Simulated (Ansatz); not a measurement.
A surface is cut from this relaxed crystal of ZnS:

```cif
data_structure
_symmetry_space_group_name_H-M 'F-43m'
_symmetry_Int_Tables_number 216
_cell_length_a 5.4431
_cell_length_b 5.4431
_cell_length_c 5.4431
_cell_angle_alpha 90.000
_cell_angle_beta 90.000
_cell_angle_gamma 90.000
_cell_volume 161.27
loop_
_atom_site_label
_atom_site_type_symbol
_atom_site_symmetry_multiplicity
_atom_site_Wyckoff_symbol
_atom_site_fract_x
_atom_site_fract_y
_atom_site_fract_z
_atom_site_occupancy
Zn1 Zn 4 a 0.00000 0.00000 0.00000 1
S1 S 4 c 0.25000 0.25000 0.25000 1
```

Miller indices refer to the conventional cell of F-43m (No. 216), a = 5.443 Å, b = 5.443 Å, c = 5.443 Å, α = 90.00°, β = 90.00°, γ = 90.00°. The bulk's gap is 2.02 eV.

Method: DFT PBE, scalar-relativistic, plane waves, PAW in Ansatz 0.2.0. Cutoff 420 eV, Gaussian smearing of 0.05 eV, no spin polarisation. A dipole correction acts along the normal.

The slab isn't stoichiometric, so its surface energy depends on the chemical potentials; it is given with the excess atoms taken from the element's standard state, a limit at which the compound may itself be unstable, so the figure can be too low. This cut of an insulator is polar or leaves open shells, so the slab is metallic here; real surfaces compensate by reconstruction or adsorbates.

A relaxed slab with low-index faces, about a nanometre thick, has these properties:

```json
{
 "Surface energy with the excess atoms taken from the elements": "1.72 J/m²",
 "Gap of the slab on the mesh": "none (metal or semimetal)",
 "Work function": "4.50 eV"
}
```

(1) Which low-index plane was cut, and which atoms end it?

Answers

(1) The (100) plane, with Zn in the top plane and Zn in the bottom one as cut, before relaxation. The planes from bottom to top: Zn, S, Zn, S, Zn, S, Zn, S, Zn.